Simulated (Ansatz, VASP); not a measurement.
Two plane-wave programs on Al

```
Al
1.0
     4.38435    2.53131    1.58227
    -4.38435    2.53131    1.58227
     0.00000   -5.06261    1.58227
Al
6
Direct
  0.43445 0.25000 0.06555
  0.06555 0.43445 0.25000
  0.25000 0.06555 0.43445
  0.56555 0.75000 0.93445
  0.93445 0.56555 0.75000
  0.75000 0.93445 0.56555
```

Alike in both runs: functional PBE; k mesh 9 × 9 × 9; occupations gaussian, width 0.1 eV; no spin polarisation.

Ansatz relaxed the structure, and its values are those at the end. VASP's run is a single point on that final structure, the one shown.

```csv
,VASP,Ansatz
version,VASP 6.6.1,Ansatz 0.2.0
potentials or method,"VASP PAW PBE potentials, release 64 (Al)","scalar-relativistic, plane waves, PAW"
plane-wave cutoff (eV),520,420
valence electrons in the cell,18,18
```

|  | VASP | Ansatz | Ansatz less VASP |
| --- | --- | --- | --- |
| gap on the k mesh at the Fermi level (eV) | none | none | - |
| pressure (GPa) | 0.0 | 0.0 | +0.03 |

A gap of «none» marks a metal or a gap that the smearing closes. The functional is the same, so the differences come from potentials, cutoffs and numerics.
